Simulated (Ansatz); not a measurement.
## Co under changes of volume

One of the cells (10.688 Å³/atom); the others are scaled copies at fixed shape and fractional positions:

```
Co
1.0
     2.47056    0.00000    0.00000
    -1.23528    2.13957    0.00000
     0.00000    0.00000    8.08823
Co
4
Cartesian
  1.2353 0.7132 6.0662
  0.0000 0.0000 4.0441
  0.0000 1.4264 2.0221
  0.0000 0.0000 0.0000
```

| Quantity | Value |
| --- | --- |
| Program | Ansatz 0.2.0 |
| Functional | rPW86-PBE |
| Dispersion | rVV10 |
| Potentials or basis | Ansatz PAW |
| Cutoff | 420 eV (not typed: the program's choice for these potentials) |
| k mesh | 12 × 12 × 4 |
| Occupations | fermi-dirac, width 0.05 eV |
| Spin | collinear spin, ferromagnetic start |
| Starting moments | [2.0, 2.0, 2.0, 2.0] μB |

| volume (Å³/atom) | energy over the lowest point (meV/atom) | pressure (GPa) | moment (μB per cell) |
| --- | --- | --- | --- |
| 10.047 | 70.91 | 24.5 | 6.11 |
| 10.261 | 42.76 | 18.2 | 6.21 |
| 10.475 | 22.45 | 12.6 | 6.33 |
| 10.688 | 8.93 | 7.7 | 6.45 |
| 10.902 | 1.59 | 3.2 | 6.55 |
| 11.116 | 0.00 | -0.9 | 6.62 |
| 11.330 | ? | ? | ? |

Question: What does the run at 11.330 Å³/atom give?

Answer: Energy over the lowest point 3.68 meV/atom; pressure -4.6 GPa; moment 6.68 μB per cell.

Worked out: A Birch-Murnaghan fit of order 3 (a polynomial in V^(-2/3)) to the other rows has its minimum at 11.07 Å³/atom with B0 = V·E''(V) = 202 GPa and B' = 4.2 at fixed shape and positions, which overstates the stiffness. It gives 3.46 meV/atom at 11.330 Å³/atom, against the run's 3.68, and -dE/dV = -4.4 GPa, against -4.6. A parabola through the other rows of the moment, of slope 0.359 μB per Å³/atom there, extrapolates to 6.71 μB, against the run's 6.68.

Energies are extrapolated to zero smearing.

Caveats: the PAW data sets come from PBE, with cores solved anew for the run's functional, which leaves a small shift of forces and pressure.
